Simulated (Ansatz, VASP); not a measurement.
**Two plane-wave programs on TlH5**

```xyz
6
Lattice="6.2928 0.0000 0.0000 0.0000 6.2928 0.0000 0.0000 0.0000 4.0426" Properties=species:S:1:pos:R:3 pbc="T T T"
Tl    3.1464    3.1464    0.0000
H     0.3848    3.1464    0.0000
H     5.9081    3.1464    0.0000
H     3.1464    0.3848    0.0000
H     3.1464    5.9081    0.0000
H     3.1464    3.1464    2.0213
```

Alike in both runs: functional PBE; k mesh 6 × 6 × 10; occupations gaussian, width 0.1 eV; no spin polarisation.

Ansatz relaxed the structure, and its values are those at the end. VASP's run is a single point on that final structure, the one shown.

|  | VASP | Ansatz |
| --- | --- | --- |
| version | VASP 6.6.1 | Ansatz 0.2.0 |
| potentials or method | VASP PAW PBE potentials, release 64 (Tl_d, H) | scalar-relativistic, plane waves, PAW |
| plane-wave cutoff (eV) | 520 | 420 |
| valence electrons in the cell | 18 | 18 |

Ansatz gave:

```
gap on the k mesh at the Fermi level (eV) : none
pressure (GPa)                            : 0.0
rms of the force components (eV/Å)        : 0.001
```

Question: Which values does VASP return?

Answer: gap on the k mesh at the Fermi level (eV): none; pressure (GPa): -0.1; rms of the force components (eV/Å): 0.004.

A gap of «none» marks a metal or a gap that the smearing closes. With one functional, cell and mesh, what is left measures potentials, basis and numerics. Ansatz warned: «xc_potential_rough_in_thin_density».

Spin-orbit coupling is left out, which matters for the levels of Tl.
